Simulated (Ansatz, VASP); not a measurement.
# Two plane-wave programs on Cu

Contents of INCAR:

```
SYSTEM = Cu
PREC = Accurate ; ENCUT = 520
EDIFF = 1E-6 ; ISMEAR = 0
SIGMA = 0.15 ; LREAL = .FALSE.
LASPH = .TRUE. ; NELM = 60
ALGO = Fast ; ISIF = 2
LWAVE = .FALSE. ; LCHARG = .TRUE.
GGA = PE ; LELF = .TRUE.
LVHAR = .TRUE. ; NBANDS = 18
```

Contents of KPOINTS:

```
regular mesh
0
G
  21 21 10
  0 0 0
```

POSCAR

```
Cu
1.0
    2.5672412656      0.0000000000      0.0000000000
   -1.2836206328      2.2232961536      0.0000000000
    0.0000000000      0.0000000000      4.1920560930
Cu
2
Direct
    0.3333333333      0.6666666667      0.2500000000
    0.6666666667      0.3333333333      0.7500000000
```

Input for Ansatz:

```yaml
crystal:
  lattice:
    - [2.5672412656, 0.0, 0.0]
    - [-1.2836206328, 2.2232961536, 0.0]
    - [0.0, 0.0, 4.192056093]
  atoms:
    - { symbol: Cu, position: [0.3333333333, 0.6666666667, 0.25] }
    - { symbol: Cu, position: [0.6666666667, 0.3333333333, 0.75] }
basis:
  ecutwfc: 520.0
kpoints:
  mp_grid: { grid: [21, 21, 10] }
hamiltonian:
  xc: pbe
  pseudopotentials: { kind: paw, azcp: { folder: soft_1 } }
scf:
  occupations: { method: gaussian, width: 0.15 }
output:
  forces: true
  stress: true
  eigenvalues: true
```

This isn't the form of Cu at room conditions, which is fcc.

Alike in both runs: task single point; functional PBE; k mesh 21 × 21 × 10; occupations gaussian, width 0.15 eV; no spin polarisation.

|  | VASP | Ansatz |
| --- | --- | --- |
| version | VASP 6.6.1 | Ansatz 0.2.0 |
| potentials or method | VASP PAW PBE potentials, release 64 (Cu) | scalar-relativistic, plane waves, PAW |
| plane-wave cutoff (eV) | 520 | 520 |
| valence electrons in the cell | 22 | 38 |

|  | VASP | Ansatz | Ansatz less VASP |
| --- | --- | --- | --- |
| gap on the k mesh at the Fermi level (eV) | none | none | - |
| pressure (GPa) | 1.2 | -0.1 | -1.33 |
| largest component of the traceless stress (GPa) | 0.98 | 1.03 | +0.046 |

A gap of «none» marks a metal or a gap that the smearing closes. The functional is the same, so the differences come from potentials, cutoffs and numerics. The two sets of potentials don't hold the same shells in valence.
